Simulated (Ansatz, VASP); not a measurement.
## Two plane-wave programs on LuH2 (series)

```
Lu H
1.0
     0.00000    2.51650    2.51650
     2.51650    0.00000    2.51650
     2.51650    2.51650    0.00000
Lu H
1 2
Direct
  0.00000 0.00000 0.00000
  0.25000 0.25000 0.25000
  0.75000 0.75000 0.75000
```

Alike in both runs: task single point; functional PBEsol; k mesh 8 × 8 × 8; occupations gaussian, width 0.1 eV; no spin polarisation.

|  | VASP | Ansatz |
| --- | --- | --- |
| version | VASP 6.6.1 | Ansatz 0.2.0 |
| potentials or method | VASP PAW PBE potentials, release 64 (Lu, H) | scalar-relativistic, plane waves, PAW |
| plane-wave cutoff (eV) | 520 | 420 |
| valence electrons in the cell | 27 | 27 |

```csv
,VASP,Ansatz,Ansatz less VASP
gap on the k mesh at the Fermi level (eV),none,none,-
pressure (GPa),-3.8,-4.0,-0.19
```

A gap of «none» marks a metal or a gap that the smearing closes. The functional is the same, so the differences come from potentials, cutoffs and numerics.

Caveats: the PAW data sets were made with another functional, which shifts forces and pressure a little (VASP). The runs have no spin-orbit coupling, so splittings on Lu are missing.
